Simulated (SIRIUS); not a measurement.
# Ge (Pm-3m) in SIRIUS: equation of state

Aim: energy against volume of Ge in PBE, for its equilibrium volume and stiffness.

All numbers are computed with SIRIUS 7.10.0; they aren't measurements. Logs are shortened: lines on timing, memory, paths and dates and some standing lists are left out, and cuts for length are marked. The log counts tension as positive stress, the text compression.

## (1) The crystal as given

It takes space group Pm-3m (No. 221, cubic). The conventional cell has a = 2.710 Å, b = 2.710 Å, c = 2.710 Å, α = 90.00°, β = 90.00°, γ = 90.00°. Ge (site symmetry m-3m) is surrounded by 6 Ge at 2.71 Å.

The cell was built by a generator and needn't be a form met in nature.

## (2) Single point, PBE, 18.72 Å³/atom (volume scaled by 0.94)

File sirius.json:

```json
{
  "control": {
    "processing_unit": "cpu",
    "verbosity": 2,
    "num_bands_to_print": 14,
    "print_forces": true,
    "print_stress": true
  },
  "parameters": {
    "electronic_structure_method": "pseudopotential",
    "xc_functionals": ["XC_GGA_X_PBE", "XC_GGA_C_PBE"],
    "gk_cutoff": 8.9,
    "pw_cutoff": 17.8,
    "ngridk": [10, 10, 10],
    "shiftk": [0, 0, 0],
    "smearing": "fermi_dirac",
    "smearing_width": 0.0018374661,
    "num_bands": 14,
    "num_mag_dims": 0,
    "num_dft_iter": 100,
    "energy_tol": 1e-08,
    "density_tol": 1e-06
  },
  "iterative_solver": {
    "type": "davidson",
    "min_tolerance": 1e-09,
    "tolerance_scale": [0.1, 0.25]
  },
  "mixer": {
    "type": "anderson",
    "beta": 0.7,
    "max_history": 8
  },
  "settings": {
    "tol_ne": 1e-10,
    "pseudo_grid_cutoff": 6.5
  },
  "unit_cell": {
    "lattice_vectors": [
      [1.0, 0.0, 0.0],
      [0.0, 1.0, 0.0],
      [0.0, 0.0, 1.0]
    ],
    "lattice_vectors_scale": 5.0174850795,
    "atom_coordinate_units": "lattice",
    "atom_types": ["Ge"],
    "atom_files": {
      "Ge": "Ge.json"
    },
    "atoms": {
      "Ge": [
        [0.0, 0.0, 0.0]
      ]
    }
  }
}
```

Potentials or basis: PseudoDojo 0.4.1 PBE standard (scalar relativistic).

Started as:

```bash
upf_to_json Ge.upf
OMP_NUM_THREADS=1 sirius.scf --input=sirius.json --output=out.json --task=0
```

The program printed:

```text
[info] SIRIUS version : 7.10.0
[info] number of MPI ranks           : 1
[info] MPI grid                      : 1 1
[info] maximum number of OMP threads : 1
[fft] FFT context for density and potential
[fft] =====================================
[fft]   comm size                             : 1
[fft]   plane wave cutoff                     : 17.8
[fft]   grid size                             : 32 32 32   total : 32768
[fft]   grid limits                           : -15 16   -15 16   -15 16
[fft]   number of G-vectors within the cutoff : 6027
[fft]   local number of G-vectors             : 6027
[fft]   number of G-shells                    : 359
[fft] FFT context for coarse grid
[fft] =====================================
[fft]   comm size                             : 1
[fft]   plane wave cutoff                     : 17.8
[fft]   grid size                             : 32 32 32   total : 32768
[fft]   grid limits                           : -15 16   -15 16   -15 16
[fft]   number of G-vectors within the cutoff : 6027
[fft]   local number of G-vectors             : 6027
[fft]   number of G-shells                    : 359
[unit cell] lattice vectors
[unit cell]   a1 :       5.0174850795      0.0000000000      0.0000000000
[unit cell]   a2 :       0.0000000000      5.0174850795      0.0000000000
[unit cell]   a3 :       0.0000000000      0.0000000000      5.0174850795
[unit cell] reciprocal lattice vectors
[unit cell]   b1 :       1.2522578957      0.0000000000      0.0000000000
[unit cell]   b2 :       0.0000000000      1.2522578957      0.0000000000
[unit cell]   b3 :       0.0000000000      0.0000000000      1.2522578957
[unit cell] unit cell volume :       126.31597223 [a.u.^3]
[unit cell] 1/sqrt(omega)    :         0.08897559
[unit cell] MT volume        :         0.00000000 ( 0.00%)
[unit cell] IT volume        :       126.31597223 (100.00%)
[unit cell] number of atom types : 1
[unit cell] type id : 0 symbol : Ge mt_radius :  15.590000 num_atoms : 1
[unit cell] total number of atoms : 1
[unit cell] number of symmetry classes : 1
[unit cell] number of PAW atoms : 0
[unit cell] atom id  type id  class id             position                      vector_field
[unit cell] ------------------------------------------------------------------------------------------
[unit cell]      0        0        0      0.00000   0.00000   0.00000      0.00000   0.00000   0.00000
[unit cell] atom id         position (Cartesian, a.u.)
[unit cell] ---------------------------------------------
[unit cell]      0       0.000000    0.000000    0.000000
[unit cell] class id : 0 atom id : 0
[unit cell] minimum bond length:     5.017485
[unit cell] total number of pseudo wave-functions: 9
[sym] space group number   : 221
[sym] international symbol : Pm-3m
[sym] Hall symbol          : -P 4 2 3
[sym] space group transformation matrix :
[sym]   1.0000  0.0000  0.0000
[sym]   0.0000  1.0000  0.0000
[sym]   0.0000  0.0000  1.0000
[sym] space group origin shift :
[sym]   0.0000  0.0000  0.0000
[sym] number of space group operations  : 48
[sym] number of magnetic group operations : 48
[sym] metric tensor error: 0.0000e+00
[sym] rotation matrix error: 4.4409e-16
[sym] symmetry operations
[... list of symmetry operations ...]
[atom type] label          : Ge
[atom type] --------------------------------------------------------------------------------
[atom type] symbol         : Ge
[atom type] name           :
[atom type] zn             : 14
[atom type] mass           : 0
[atom type] mt_radius      : 15.59
[atom type] num_mt_points  : 1560
[atom type] grid_origin    : 0
[atom type] grid_name      : external
[atom type] number of core electrons    : 0
[atom type] number of valence electrons : 14
[atom type] total number of radial functions : 6
[... 142 lines left out ...]
[find] hartree contribution           :      23.02995581
[find] xc contribution                :     -21.82905423
[find] ewald contribution             :     -55.41723564
[find] PAW contribution               :       0.00000000
[find] smearing (-TS)                 :      -0.00007548
[find] SCF correction                 :       0.01458589
[find] Total energy                   :     -89.31289839 (Ha),    -178.62579678 (Ry)
[find] Free energy (E-TS)             :     -89.31297387 (Ha),    -178.62594774 (Ry)
[find] band gap (eV)                  :       0.00000000
[find] Efermi                         :       0.44377312
[find] iteration : 1, RMS : 7.867784539475e-04, energy difference : -1.371063448033e-03
[find] Hartree energy of density residual : 4.354802987472e-06
[find] | SCF iteration   2 out of 100|
[diagonalize] iterative solver tolerance (occupied, empty): 7.30399e-05 7.30399e-05
[diagonalize] average number of iterations: 1.83929
[... levels, occupations and energy terms ...]
[find] Total energy                   :     -89.31294908 (Ha),    -178.62589816 (Ry)
[find] Free energy (E-TS)             :     -89.31302303 (Ha),    -178.62604606 (Ry)
[find] band gap (eV)                  :       0.00000000
[find] Efermi                         :       0.44401679
[find] iteration : 2, RMS : 1.946154178962e-04, energy difference : -5.068938038733e-05
[find] Hartree energy of density residual : 2.020984595714e-08
[find] | SCF iteration   3 out of 100|
[diagonalize] iterative solver tolerance (occupied, empty): 1.826e-05 1.826e-05
[diagonalize] average number of iterations: 2.05357
[find] Total energy                   :     -89.31295406 (Ha),    -178.62590811 (Ry)
[find] Free energy (E-TS)             :     -89.31302765 (Ha),    -178.62605531 (Ry)
[find] band gap (eV)                  :       0.00000000
[find] Efermi                         :       0.44404046
[find] iteration : 3, RMS : 1.012473290051e-05, energy difference : -4.974010877845e-06
[find] Hartree energy of density residual : 2.790173559268e-09
[find] | SCF iteration   4 out of 100|
[diagonalize] iterative solver tolerance (occupied, empty): 1.01247e-06 1.01247e-06
[... 19 lines left out ...]
[find] Total energy                   :     -89.31295498 (Ha),    -178.62590996 (Ry)
[find] Free energy (E-TS)             :     -89.31302854 (Ha),    -178.62605707 (Ry)
[find] band gap (eV)                  :       0.00000000
[find] Efermi                         :       0.44405894
[find] iteration : 6, RMS : 3.503160811613e-07, energy difference : -1.912552249905e-08
[find] Hartree energy of density residual : 8.429867441739e-13
[find] | SCF iteration   7 out of 100|
[diagonalize] iterative solver tolerance (occupied, empty): 1.58199e-08 1.58199e-08
[diagonalize] average number of iterations: 2.375
[find] Total energy                   :     -89.31295498 (Ha),    -178.62590996 (Ry)
[find] Free energy (E-TS)             :     -89.31302854 (Ha),    -178.62605708 (Ry)
[find] band gap (eV)                  :       0.00000000
[find] Efermi                         :       0.44405901
[find] iteration : 7, RMS : 1.538194885808e-07, energy difference : -2.035562829406e-09
[find] Hartree energy of density residual : 8.995776026638e-13
[find] bands are converged : false
[find] iterative solver converged : false
[find] +------------------------------+
[find] | SCF iteration   8 out of 100|
[find] +------------------------------+
[diagonalize] iterative solver tolerance (occupied, empty): 3.95497e-09 3.95497e-09
[diagonalize] average number of iterations: 3.10714
[diagonalize] Lowest band energies
[diagonalize] ik:    0   -0.466033   -0.466033   -0.455501   -0.455501   -0.455501   -0.042007    0.699573    0.699573    0.699573    0.819184    0.819184    0.925623    1.532690    1.532690
[diagonalize] ik:    1   -0.465975   -0.465246   -0.455768   -0.455768   -0.455478   -0.034449    0.607539    0.706900    0.706900    0.825840    0.878857    0.976962    1.399425    1.399425
[diagonalize] ik:    2   -0.465823   -0.463192   -0.456467   -0.456467   -0.455420   -0.011866    0.482560    0.728136    0.728136    0.845602    0.913568    1.119907    1.274646    1.274646
[diagonalize] ik:    3   -0.465636   -0.460670   -0.457328   -0.457328   -0.455348    0.025072    0.368511    0.760426    0.760426    0.877455    0.948379    1.168610    1.168610    1.201553
[diagonalize] ik:    4   -0.465484   -0.458641   -0.458021   -0.458021   -0.455290    0.072663    0.273713    0.795711    0.795711    0.916976    0.991467    1.089221    1.089221    1.116799
[diagonalize] ...
[diagonalize] ik:   51   -0.461968   -0.460443   -0.460443   -0.455350   -0.452118    0.329332    0.404812    0.404812    0.619841    0.637859    0.809868    0.809868    0.939906    1.597550
[diagonalize] ik:   52   -0.461160   -0.461062   -0.461062   -0.453445   -0.453445    0.302187    0.457127    0.457127    0.533528    0.719342    0.745383    0.745383    0.936033    1.694686
[diagonalize] ik:   53   -0.461480   -0.461411   -0.461038   -0.453424   -0.452545    0.339169    0.421215    0.474912    0.541604    0.687164    0.712841    0.765599    0.892789    1.716067
[diagonalize] ik:   54   -0.461807   -0.461387   -0.461387   -0.452970   -0.452075    0.382505    0.439654    0.439654    0.537742    0.665529    0.730695    0.730695    0.847968    1.776931
[diagonalize] ik:   55   -0.461745   -0.461745   -0.461745   -0.452059   -0.452059    0.446990    0.457288    0.457288    0.457288    0.698323    0.698323    0.698323    0.799747    1.965044
[find] Charges and magnetic moments
[find] --------------------------------------------------------------------------------
[find] total charge          : 14.000000
[find] Energy
[find] --------------------------------------------------------------------------------
[find] valence_eval_sum               :      -3.60200445
[find] <rho|V^{XC}>                   :     -14.56660691
[find] <rho|E^{XC}>                   :     -21.82983877
[find] <mag|B^{XC}>                   :       0.00000000
[find] <rho|V^{H}>                    :      46.06096682
[find] one-electron contribution      :     -35.09636436 (Ha),     -70.19272873 (Ry)
[find] hartree contribution           :      23.03048341
[find] xc contribution                :     -21.82983877
[find] ewald contribution             :     -55.41723564
[find] PAW contribution               :       0.00000000
[find] smearing (-TS)                 :      -0.00007356
[find] SCF correction                 :       0.00000039
[find] Total energy                   :     -89.31295498 (Ha),    -178.62590996 (Ry)
[find] Free energy (E-TS)             :     -89.31302854 (Ha),    -178.62605708 (Ry)
[find] band gap (eV)                  :       0.00000000
[find] Efermi                         :       0.44405904
[find] iteration : 8, RMS : 4.744297479946e-08, energy difference : -5.336033837011e-10
[find] Hartree energy of density residual : 3.311818104273e-13
[find] bands are converged : false
[find] iterative solver converged : true
[find] converged after 9 SCF iterations!
[find] Charges and magnetic moments
[find] --------------------------------------------------------------------------------
[find] total charge          : 14.000000
[find] Energy
[find] --------------------------------------------------------------------------------
[find] valence_eval_sum               :      -3.60200445
[find] <rho|V^{XC}>                   :     -14.56660691
[find] <rho|E^{XC}>                   :     -21.82983877
[find] <mag|B^{XC}>                   :       0.00000000
[find] <rho|V^{H}>                    :      46.06096682
[find] one-electron contribution      :     -35.09636436 (Ha),     -70.19272873 (Ry)
[find] hartree contribution           :      23.03048341
[find] xc contribution                :     -21.82983877
[find] ewald contribution             :     -55.41723564
[find] PAW contribution               :       0.00000000
[find] smearing (-TS)                 :      -0.00007356
[find] SCF correction                 :       0.00000039
[find] Total energy                   :     -89.31295498 (Ha),    -178.62590996 (Ry)
[find] Free energy (E-TS)             :     -89.31302854 (Ha),    -178.62605708 (Ry)
[find] band gap (eV)                  :       0.00000000
[find] Efermi                         :       0.44405904
[ground_state] === stress tensor components [kbar] ===
[ground_state] === stress_kin ===
[ground_state] -104147.720377    0.000000    0.000000
[ground_state]     0.000000-104147.720377   -0.000000
[ground_state]     0.000000   -0.000000-104147.720377
[ground_state] === stress_har ===
[ground_state] -17880.560800    0.000000    0.000000
[ground_state]     0.000000-17880.560800    0.000000
[ground_state]     0.000000    0.000000-17880.560800
[ground_state] === stress_ewald ===
[ground_state] 43025.204192    0.000000   -0.000000
[ground_state]     0.00000043025.204192    0.000000
[ground_state]    -0.000000    0.00000043025.204192
[ground_state] === stress_vloc ===
[ground_state] -14046.465988    0.000000    0.000000
[ground_state]     0.000000-14046.465988   -0.000000
[ground_state]     0.000000   -0.000000-14046.465988
[ground_state] === stress_xc ===
[ground_state] -16286.998701    0.000000   -0.000000
[ground_state]     0.000000-16286.998701    0.000000
[ground_state]    -0.000000    0.000000-16286.998701
[ground_state] === stress_core ===
[ground_state] 28270.407435    0.000000    0.000000
[ground_state]     0.00000028270.407435    0.000000
[ground_state]     0.000000    0.00000028270.407435
[ground_state] === stress_nonloc ===
[ground_state] 81023.032466    0.000000    0.000000
[ground_state]     0.00000081023.032466   -0.000000
[ground_state]     0.000000   -0.00000081023.032466
[ground_state] === stress_us_nl ===
[ground_state] 81023.032466    0.000000    0.000000
[ground_state]     0.00000081023.032466   -0.000000
[ground_state]     0.000000   -0.00000081023.032466
[ground_state] === stress_total ===
[ground_state]   -43.101773    0.000000    0.000000
[ground_state]     0.000000  -43.101773   -0.000000
[ground_state]     0.000000   -0.000000  -43.101773
[ground_state] ==== total Forces in Ha/bohr =====
[ground_state] atom:    0, force:       0.0000000      0.0000000      0.0000000
[... 8 lines left out ...]
[ground_state] ==== Ewald forces from ions =====
[ground_state] atom:    0, force:       0.0000000      0.0000000      0.0000000
[~DFT_ground_state] local op. applied: 16946
[~DFT_ground_state] evp. work count: 5005.11
[~DFT_ground_state] number of iterative solver steps: 1536
```

Run time: 13 s. Hardware: 1 thread of Arm Neoverse V2, shared host; peak memory 0.26 GiB.

Results:

| Quantity | Value |
| --- | --- |
| Free energy | -2430.3313 eV |
| Pressure | 4.3 GPa |
| Band gap on the k mesh | none (metal or under the smearing width) |

## (3) Single point, PBE, 19.12 Å³/atom (volume scaled by 0.96)

sirius.json, as its differences from that of step 2:

```diff
@@ -43,3 +43,3 @@
     ],
-    "lattice_vectors_scale": 5.0174850795,
+    "lattice_vectors_scale": 5.0528206455,
     "atom_coordinate_units": "lattice",
```

Potentials or basis: PseudoDojo 0.4.1 PBE standard (scalar relativistic).

Started as:

```bash
upf_to_json Ge.upf
OMP_NUM_THREADS=1 sirius.scf --input=sirius.json --output=out.json --task=0
```

Wall time 12 s (1 thread of Arm Neoverse V2, shared host); peak memory 0.26 GiB.

It converged, with:

```
Free energy            : -2430.3400 eV
Pressure               : 2.6 GPa
Band gap on the k mesh : none (metal or under the smearing width)
```

## (4) Single point, PBE, 19.51 Å³/atom (volume scaled by 0.98)

sirius.json, as its differences from that of step 3:

```diff
@@ -43,3 +43,3 @@
     ],
-    "lattice_vectors_scale": 5.0528206455,
+    "lattice_vectors_scale": 5.0876687859,
     "atom_coordinate_units": "lattice",
```

Started as:

```bash
upf_to_json Ge.upf
OMP_NUM_THREADS=1 sirius.scf --input=sirius.json --output=out.json --task=0
```

Wall time 12 s (1 thread of Arm Neoverse V2, shared host); peak memory 0.26 GiB.

The run converged. Its results:

* Free energy: -2430.3445 eV
* Pressure: 1.0 GPa
* Band gap on the k mesh: none (metal or under the smearing width)

## (5) Single point, PBE, 20.31 Å³/atom (volume scaled by 1.02)

sirius.json, as its differences from that of step 4:

```diff
@@ -43,3 +43,3 @@
     ],
-    "lattice_vectors_scale": 5.0876687859,
+    "lattice_vectors_scale": 5.1559677919,
     "atom_coordinate_units": "lattice",
```

Started as:

```bash
upf_to_json Ge.upf
OMP_NUM_THREADS=1 sirius.scf --input=sirius.json --output=out.json --task=0
```

Wall time 13 s (1 thread of Arm Neoverse V2, shared host); peak memory 0.27 GiB.

The run converged. Its results:

```yaml
Free_energy: -2430.3426 eV
Pressure: -1.7 GPa
Band_gap_on_the_k_mesh: none (metal or under the smearing width)
```

## (6) Single point, PBE, 20.71 Å³/atom (volume scaled by 1.04)

sirius.json, as its differences from that of step 5:

```diff
@@ -43,3 +43,3 @@
     ],
-    "lattice_vectors_scale": 5.1559677919,
+    "lattice_vectors_scale": 5.1894490404,
     "atom_coordinate_units": "lattice",
```

Potentials or basis: PseudoDojo 0.4.1 PBE standard (scalar relativistic).

Started as:

```bash
upf_to_json Ge.upf
OMP_NUM_THREADS=1 sirius.scf --input=sirius.json --output=out.json --task=0
```

It took 14 s on 1 thread of Arm Neoverse V2, shared host; peak memory 0.27 GiB.

The run converged. Its results:

```
Free energy            : -2430.3370 eV
Pressure               : -2.8 GPa
Band gap on the k mesh : none (metal or under the smearing width)
```

## (7) Single point, PBE, 21.11 Å³/atom (volume scaled by 1.06)

sirius.json, as its differences from that of step 6:

```diff
@@ -43,3 +43,3 @@
     ],
-    "lattice_vectors_scale": 5.1894490404,
+    "lattice_vectors_scale": 5.2225037471,
     "atom_coordinate_units": "lattice",
```

Started as:

```bash
upf_to_json Ge.upf
OMP_NUM_THREADS=1 sirius.scf --input=sirius.json --output=out.json --task=0
```

Wall time 14 s (1 thread of Arm Neoverse V2, shared host); peak memory 0.28 GiB.

The run converged. Its results:

```yaml
Free_energy: -2430.3288 eV
Pressure: -3.8 GPa
Band_gap_on_the_k_mesh: none (metal or under the smearing width)
```

## (8) Equation of state, PBE

This step only gathers the single runs of the series.

What came out:

| Item | Value |
| --- | --- |
| Equilibrium volume | 19.80 Å³/atom |
| Bulk modulus | 69 GPa |
| Pressure derivative of the bulk modulus | 4.6 (rough: it moves with the points fitted) |

Energy against volume, from the lowest point:
```
volume (Å³/atom)  energy (meV/atom)
          18.718              13.93
          19.116               5.29
          19.515               0.75
          19.913               0.00
          20.311               2.61
          20.709               8.21
          21.108              16.44
```
